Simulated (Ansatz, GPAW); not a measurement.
**One calculation of Ti, 3 ways**

```
CELL_PARAMETERS angstrom
2.87085 0.00000 0.00000
1.43543 2.48623 0.00000
1.43543 0.82874 2.34404
ATOMIC_POSITIONS crystal
Ti 0.00000 0.00000 0.00000
```

This isn't the form of Ti at room conditions, which is hcp.

Alike in all runs: task single point; functional PBEsol; k mesh 11 × 11 × 11; occupations gaussian, width 0.02 eV; no spin polarisation; no spin-orbit coupling. Pressure is positive in compression and, in plane waves, holds the error of the finite cutoff, which Ansatz's Pulay term estimates and takes out.

| program and potentials | plane-wave cutoff (eV) | notes | pressure (GPa) |
| --- | --- | --- | --- |
| Ansatz, Ansatz PAW | 420 | potentials made for PBE, which Ansatz adapts in part | -0.89 |
| Ansatz, all-electron LAPW, scalar-relativistic | - | - | -0.90 |
| GPAW, PAW data sets generated for this functional | 600 | - | -1.31 |

The pressure spans -1.31 (GPAW, PAW data sets generated for this functional) to -0.89 GPa (Ansatz, Ansatz PAW), with all-electron results at -0.90.

The functional is the same throughout but for its coding, so the spread measures potentials, basis and numerics; runs on potential files found faulty are left out.
